**Q:** Five functionals, each with its own D3(BJ) dispersion correction, have relaxed the same germanium crystal. Where should I look first?

**A:** At the volume change. It is counted from a start cell that all five runs share.

Calculated values. Cell and atoms of diamond-structure germanium (two-atom primitive cell) relaxed with VASP 6.6.1, using DFT with D3(BJ) dispersion without spin polarisation, PBE PAW potentials (Ge_d), a 600 eV cutoff, an 8 × 8 × 8 k mesh and Fermi-Dirac smearing of 0.05 eV. Volume changes are relative to the shared start cell; a, b and c are the lengths of the primitive cell vectors.

| functional | volume change (%) | relaxed length a (Å) | relaxed length b (Å) | relaxed length c (Å) |
| --- | --- | --- | --- | --- |
| PBE | 2.260 | 4.031 | 4.031 | 4.031 |
| PBEsol | -1.850 | 3.976 | 3.976 | 3.976 |
| revPBE | 1.040 | 4.014 | 4.014 | 4.014 |
| RPBE | -6.580 | 3.911 | 3.911 | 3.911 |
| BLYP | 3.920 | 4.052 | 4.052 | 4.052 |

That start serves here mainly as a common zero. A small change is no mark of accuracy, since errors of the functional and of its correction can cancel. The three relaxed lengths agree within each row, and the cell angles do not change. The crystal therefore only swells or shrinks, and the Ge–Ge bonds follow.

**Q:** Then RPBE puzzles me. I learned that it makes bonds longer than PBE does, yet here it gives the smallest crystal.

**A:** What you learned is true of RPBE without a dispersion correction. A functional is an approximate recipe for the exchange and correlation energy of the electrons. RPBE and revPBE lower the energy more than PBE does where the density changes steeply. Such regions matter more when atoms stand apart, so both recipes weaken bonds and lengthen them. But each row here is a sum of two things, the functional and an added attraction between atoms.

**Q:** How can I tell which of the two shrinks the crystal?

**A:** Compare RPBE with revPBE. They share the same correlation and have very similar exchange, and without a correction they are known to give germanium nearly the same lattice. Here their volume changes are −6.58% and +1.04%. The large difference between near twins points to the part in which they really differ, the correction. Its energy is 2.73 eV per two-atom cell for RPBE and 1.13 eV for revPBE.

**Q:** Couldn't that be the wrong way round? Atoms that sit closer together attract more strongly anyway.

**A:** That can be tested, because for a given set of atoms the D3 energy depends only on their positions and on a few parameters chosen for each functional. Its steepest term grows as $1/r^8$ when the distance $r$ shrinks, and damping only makes it flatter. Since $r$ goes as the cube root of the volume $V$, the energy can grow at most as $V^{-8/3}$. Here I take the strength of the attraction as fixed, since each atom keeps its four neighbours.

Now squeeze the revPBE crystal to the RPBE volume. The volume ratio is $1.0104/0.9342 \approx 1.08$, and raised to the power $8/3$ it gives about 1.23. The revPBE correction would thus reach at most $1.13 \times 1.23 \approx 1.39$ eV. RPBE has about twice that, so the contraction alone does not explain its large dispersion energy. The parameters must supply the rest. The printed output after this text gives this estimate and the differences between the rows.

**Q:** What do these parameters do?

**A:** One scales the $1/r^8$ term. The others set the damping. It makes the dispersion energy level off at short distance, so that the pull fades where the functional already describes the bond. The published parameters for RPBE damp weakly, so much of the attraction survives between bonded neighbours. Weaker damping makes the energy not only deeper but also steeper, and it is the steepness that pulls the atoms together. This last step is theory: the runs give the energy of the correction but not its pull.

**Q:** So the more dispersion energy, the smaller the crystal?

**A:** No, and BLYP shows why. Its dispersion energy, 1.31 eV, is more than twice that of PBE, yet its crystal is the largest of the five. Without a correction BLYP is known to expand germanium strongly, and its correction evidently does not make up for that. Over all five rows, dispersion energy and volume show almost no common order.

**Q:** Then how do I understand the whole order?

**A:** Ask two questions of each row: where would the functional alone put the crystal, and how hard does its correction pull from there? The dispersion energy is only a rough guide to the second. PBEsol responds less to steep density than PBE and is known to give shorter bonds by itself. The two have nearly equal dispersion energies, and PBEsol stays smaller by about 4% of the start volume. revPBE alone would lie above PBE, but its correction has nearly twice the energy, and it ends slightly below. RPBE starts from about the same place as revPBE and is pulled much further.

**Q:** Can I say how much of the RPBE contraction comes from the correction?

**A:** Not from this table, because every run includes one. The missing test is simple: relax the RPBE crystal once more with the correction switched off. If the explanation is right, it will come out larger than PBE and close to revPBE, when these two are also relaxed without a correction. Until that is done, read each row as the result of a pair. The start cell is close to the measured one, so RPBE with this correction makes germanium clearly too small. That is a reason to avoid the pair here, not a verdict on RPBE itself.

Numerical output:

```
Volume, bond and dispersion energy:
     row  volume change (%)  Ge-Ge bond (angstrom)  size of dispersion energy (eV per cell)
     PBE               2.26                  2.468                                   0.5808
  PBEsol              -1.85                  2.435                                   0.5568
  revPBE               1.04                  2.458                                    1.128
    RPBE              -6.58                  2.395                                     2.73
    BLYP               3.92                  2.481                                    1.314
BLYP less RPBE in volume (points of the start volume): 10.5
BLYP less RPBE in bond length (angstrom): 0.08634
PBE less PBEsol in volume (points): 4.11
PBE less PBEsol in size of dispersion energy (eV per cell): 0.02391
PBE less revPBE in volume (points): 1.22
revPBE over PBE in dispersion energy (ratio): 1.942
revPBE less RPBE in volume (points): 7.62
RPBE over revPBE in dispersion energy (ratio): 2.42
RPBE over PBE in dispersion energy (ratio): 4.7
BLYP less revPBE in volume (points): 2.88
BLYP over revPBE in dispersion energy (ratio): 1.165
Rank correlation of dispersion energy with volume over five rows: -0.1
Ceiling of the revPBE dispersion energy at the RPBE volume (eV per cell): 1.39
RPBE dispersion energy beyond that ceiling (eV per cell): 1.34
Largest leftover pressure (GPa): 0.0396
RPBE less PBEsol in direct gap at Gamma (eV): 0.6277
```
